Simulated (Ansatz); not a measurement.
**Pd under changes of volume**

One of the cells (14.750 Å³/atom); the others are scaled copies at fixed shape and fractional positions:

```
Pd
1.0
     0.00000    1.94650    1.94650
     1.94650    0.00000    1.94650
     1.94650    1.94650    0.00000
Pd
1
Direct
  0.00000 0.00000 0.00000
```

| Quantity | Value |
| --- | --- |
| Program | Ansatz 0.2.0 |
| Functional | PBE |
| Potentials or basis | SPMS NC |
| Cutoff | 653 eV (not typed: the program's choice for these potentials) |
| k mesh | 12 × 12 × 12 |
| Occupations | fermi-dirac, width 0.05 eV |
| Spin | no spin polarisation |

| volume (Å³/atom) | energy over the lowest point (meV/atom) | pressure (GPa) |
| --- | --- | --- |
| 13.865 | ? | ? |
| 14.160 | 58.79 | 17.4 |
| 14.455 | 31.87 | 12.3 |
| 14.750 | 13.81 | 7.8 |
| 15.045 | 3.50 | 3.8 |
| 15.340 | 0.00 | 0.3 |
| 15.635 | 2.59 | -2.8 |

What does the run at 13.865 Å³/atom give?

Energy over the lowest point 95.73 meV/atom; pressure 23.2 GPa.

Worked out: A Birch-Murnaghan fit of order 3 (a polynomial in V^(-2/3)) to the other rows has its minimum at 15.36 Å³/atom with B0 = V·E''(V) = 169 GPa and B' = 5.6. It gives 95.69 meV/atom at 13.865 Å³/atom, against the run's 95.73, and -dE/dV = 23.0 GPa, against 23.2.

Energies are extrapolated to zero smearing.
